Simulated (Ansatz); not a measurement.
# Cost and result for the equilibrium volume of SnSe

```cif
data_structure
_symmetry_space_group_name_H-M 'P 1'
_symmetry_Int_Tables_number 1
_cell_length_a 11.4200
_cell_length_b 4.1900
_cell_length_c 4.4600
_cell_angle_alpha 90.000
_cell_angle_beta 90.000
_cell_angle_gamma 90.000
_cell_volume 213.41
loop_
_atom_site_label
_atom_site_type_symbol
_atom_site_fract_x
_atom_site_fract_y
_atom_site_fract_z
_atom_site_occupancy
Sn1 Sn 0.87700 0.75000 0.90900 1
Sn2 Sn 0.62300 0.25000 0.40900 1
Sn3 Sn 0.37700 0.75000 0.59100 1
Sn4 Sn 0.12300 0.25000 0.09100 1
Se1 Se 0.64300 0.75000 0.98400 1
Se2 Se 0.85700 0.25000 0.48400 1
Se3 Se 0.14300 0.75000 0.51600 1
Se4 Se 0.35700 0.25000 0.01600 1
```

| rung | level | program and potentials | cutoff (eV) | k mesh | smearing | core time | chip | equilibrium volume (Å³/atom) | notes |
| --- | --- | --- | --- | --- | --- | --- | --- | --- | --- |
| GGA + dispersion | revPBE+D3(BJ) | Ansatz, Ansatz PAW | 420 | 3 × 6 × 6 | fermi-dirac 0.05 | 3.1 min | Intel Xeon | 25.64 | potentials made for PBE, which Ansatz adapts in part |
| LDA | LDA | Ansatz, Ansatz PAW | 420 | 3 × 6 × 6 | fermi-dirac 0.05 | 3.2 min | Intel Xeon | 25.17 | potentials made for PBE, which Ansatz adapts in part |
| GGA + dispersion | PBE+D3(BJ) | Ansatz, Ansatz PAW | 420 | 3 × 6 × 6 | fermi-dirac 0.05 | 3.3 min | Intel Xeon | 26.28 | - |
| LDA | SVWN5 | Ansatz, Ansatz PAW | 420 | 3 × 6 × 6 | fermi-dirac 0.05 | 3.4 min | Arm Neoverse V1 | 25.15 | potentials made for PBE, which Ansatz adapts in part |
| GGA + dispersion | BLYP+D3(BJ) | Ansatz, Ansatz PAW | 420 | 3 × 6 × 6 | fermi-dirac 0.05 | 4 min | Intel Xeon | 27.41 | potentials made for PBE, which Ansatz adapts in part |
| GGA | PBE | Ansatz, Ansatz PAW | 420 | 3 × 6 × 6 | fermi-dirac 0.05 | 4 min | Intel Xeon | 28.35 | - |
| non-local van der Waals functional | rPW86-PBE+rVV10 | Ansatz, Ansatz PAW | 420 | 3 × 6 × 6 | fermi-dirac 0.05 | 4.1 min | Arm Neoverse V1 | 28.78 | potentials made for PBE, which Ansatz adapts in part |
| GGA + dispersion | PBEsol+D3(BJ) | Ansatz, Ansatz PAW | 420 | 3 × 6 × 6 | fermi-dirac 0.05 | 4.2 min | Arm Neoverse V1 | 24.48 | potentials made for PBE, which Ansatz adapts in part |
| GGA | PBEsol | Ansatz, Ansatz PAW | 420 | 3 × 6 × 6 | fermi-dirac 0.05 | 4.3 min | Intel Xeon | 25.93 | potentials made for PBE, which Ansatz adapts in part |
| GGA + dispersion | PBEsol+D4 | Ansatz, Ansatz PAW | 420 | 3 × 6 × 6 | fermi-dirac 0.05 | 4.7 min | Intel Xeon | 24.96 | potentials made for PBE, which Ansatz adapts in part |
| GGA | revPBE | Ansatz, Ansatz PAW | 420 | 3 × 6 × 6 | fermi-dirac 0.05 | 4.8 min | Arm Neoverse V1 | 30.09 | potentials made for PBE, which Ansatz adapts in part |
| GGA + dispersion | BLYP+D4 | Ansatz, Ansatz PAW | 420 | 3 × 6 × 6 | fermi-dirac 0.05 | 5.4 min | Intel Xeon | 28.47 | potentials made for PBE, which Ansatz adapts in part |
| GGA + dispersion | revPBE+D4 | Ansatz, Ansatz PAW | 420 | 3 × 6 × 6 | fermi-dirac 0.05 | 7.1 min | Intel Xeon | 27.94 | potentials made for PBE, which Ansatz adapts in part |
| meta-GGA + dispersion | r2SCAN+D3(BJ) | Ansatz, Ansatz PAW | 500 | 3 × 6 × 6 | fermi-dirac 0.05 | 7.1 min | Arm Neoverse V1 | 27.25 | potentials made for PBE, which Ansatz adapts in part |
| GGA + dispersion | RPBE+D4 | Ansatz, Ansatz PAW | 420 | 3 × 6 × 6 | fermi-dirac 0.05 | 7.6 min | Intel Xeon | 27.91 | potentials made for PBE, which Ansatz adapts in part |
| GGA + dispersion | PBE+D4 | Ansatz, Ansatz PAW | 420 | 3 × 6 × 6 | fermi-dirac 0.05 | 8.2 min | Intel Xeon | 27.89 | - |
| meta-GGA | r2SCAN | Ansatz, Ansatz PAW | 500 | 3 × 6 × 6 | fermi-dirac 0.05 | 8.3 min | Arm Neoverse V1 | 28.30 | potentials made for PBE, which Ansatz adapts in part |

Times are single runs on shared hosts and different chips, so they are rough; meshes, cutoffs and the tasks' sizes weigh on the time. Task: relaxation of cell and atoms. All rows: no spin polarisation. Smearing widths are in eV. Meshes are those of the run's cell of 8 atoms unless a note names another. Relaxations start from the cell shown or near it and stop with a little pressure left. Runs on faulty files, with rough fits or with known faults for this quantity aren't shown. No row holds spin-orbit coupling.

By rung: LDA 25.15 to 25.17; GGA + dispersion 24.48 to 28.47; GGA 25.93 to 30.09; non-local van der Waals functional 28.78; meta-GGA + dispersion 27.25; meta-GGA 28.30 (Å³/atom).

Adding dispersion contracts SnSe for every functional that also has an uncorrected row, and D3(BJ) contracts it more than D4 wherever both were run. This fits a layered crystal in which the Sn lone pairs point into the gaps between covalently bonded slabs, leaving a soft direction that responds strongly to weak attraction. The exchange part matters as much: without dispersion, the volume rises from 25.93 Å³/atom with PBEsol to 30.09 with revPBE, whose stronger gradient enhancement favours more open structures. D3(BJ) even reverses the order of PBE and revPBE, so the correction does more than add a uniform contraction.

Measured against the known volume of the layered phase, PBE+D3(BJ) comes close, while plain PBE and r2SCAN are too large and LDA is too small. LDA's compactness reflects general overbinding, not a description of van der Waals forces. Agreement in volume alone doesn't establish a correct balance between the slabs and the gaps, since errors along different axes can cancel.
